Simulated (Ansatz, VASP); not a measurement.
**Sr in VASP and in Ansatz**

File POSCAR:

```
Sr
1.0
   -2.4250000000      2.4250000000      2.4250000000
    2.4250000000     -2.4250000000      2.4250000000
    2.4250000000      2.4250000000     -2.4250000000
Sr
1
Direct
    0.0000000000      0.0000000000      0.0000000000
```

INCAR.step1

```
PREC     = Accurate       # precision mode
ENCUT    = 520            # plane-wave cutoff, eV
ISMEAR   = 0              # smearing method
SIGMA    = 0.1            # smearing width, eV
LREAL    = False          # projectors in reciprocal space
LASPH    = True           # aspherical terms in the spheres
NELM     = 100            # most SCF steps
NBANDS   = 11             # bands
GGA      = PE             # functional
ALGO     = Normal         # electronic algorithm
EDIFF    = 1E-4           # SCF threshold, eV
LWAVE    = True           # write WAVECAR
LCHARG   = False          # write CHGCAR
```

File INCAR.step2:

```
PREC     = Accurate       # precision mode
ENCUT    = 520            # plane-wave cutoff, eV
EDIFF    = 1E-6           # SCF threshold, eV
ISMEAR   = 0              # smearing method
SIGMA    = 0.1            # smearing width, eV
LREAL    = False          # projectors in reciprocal space
LASPH    = True           # aspherical terms in the spheres
NELM     = 100            # most SCF steps
ALGO     = Normal         # electronic algorithm
ISIF     = 2              # what is computed and relaxed
LWAVE    = False          # write WAVECAR
LCHARG   = True           # write CHGCAR
METAGGA  = R2SCAN         # meta-GGA
LMIXTAU  = True         
LELF     = True           # ELF
LVHAR    = True         
NBANDS   = 11             # bands
ISTART   = 1
```

KPOINTS

```
regular mesh
0
Gamma
  6 6 6
```

Input for Ansatz:

```yaml
crystal:
  lattice:
    - [-2.425, 2.425, 2.425]
    - [2.425, -2.425, 2.425]
    - [2.425, 2.425, -2.425]
  atoms:
    - { symbol: Sr, position: [0.0, 0.0, 0.0] }
basis:
  ecutwfc: 500
kpoints:
  mp_grid: { grid: [6, 6, 6] }
hamiltonian:
  xc: r2scan
scf:
  occupations: { method: gaussian, width: 0.1 }
  lower_state_search: "off"
output:
  forces: true
  stress: true
  eigenvalues: true
```

Alike in both runs: task single point; functional r2SCAN; k mesh 6 × 6 × 6; occupations gaussian, width 0.1 eV; no spin polarisation.

```csv
,VASP,Ansatz
version,VASP 6.6.1,Ansatz 0.2.0
potentials or method,"VASP PAW PBE potentials, release 64 (Sr_sv)","scalar-relativistic, plane waves, PAW"
plane-wave cutoff (eV),520,500
valence electrons in the cell,10,10
```

|  | VASP | Ansatz | Ansatz less VASP |
| --- | --- | --- | --- |
| gap on the k mesh at the Fermi level (eV) | none | none | - |
| pressure (GPa) | -0.3 | -0.3 | 0.00 |

A gap of «none» marks a metal or a gap that the smearing closes.

Caveats: the PAW data sets were made with another functional, which shifts forces and pressure a little (VASP).
